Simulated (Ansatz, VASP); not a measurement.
## Two plane-wave programs on NaF

```xyz
2
Lattice="0.0000 2.3284 2.3284 2.3284 0.0000 2.3284 2.3284 2.3284 0.0000" Properties=species:S:1:pos:R:3 pbc="T T T"
Na    0.0000    0.0000    0.0000
F     2.3284    2.3284    2.3284
```

Alike in both runs: task single point; functional PBE; dispersion D4; k mesh 8 × 8 × 8; occupations gaussian, width 0.05 eV; no spin polarisation.

|  | VASP | Ansatz |
| --- | --- | --- |
| version | VASP 6.6.1 | Ansatz 0.2.0 |
| potentials or method | VASP PAW PBE potentials, release 64 (Na_pv, F) | scalar-relativistic, plane waves, PAW |
| plane-wave cutoff (eV) | 520 | 420 |
| valence electrons in the cell | 14 | 16 |

|  | VASP | Ansatz | Ansatz less VASP |
| --- | --- | --- | --- |
| gap on the k mesh at the Fermi level (eV) | 6.22 | 6.24 | +0.016 |
| least direct gap on the mesh (eV) | 6.22 | 6.24 | +0.016 |
| pressure (GPa) | 0.5 | 0.7 | +0.12 |
| dispersion energy (meV/atom) | -50.9 | -51.0 | -0.03 |

The two sets of potentials don't hold the same shells in valence.
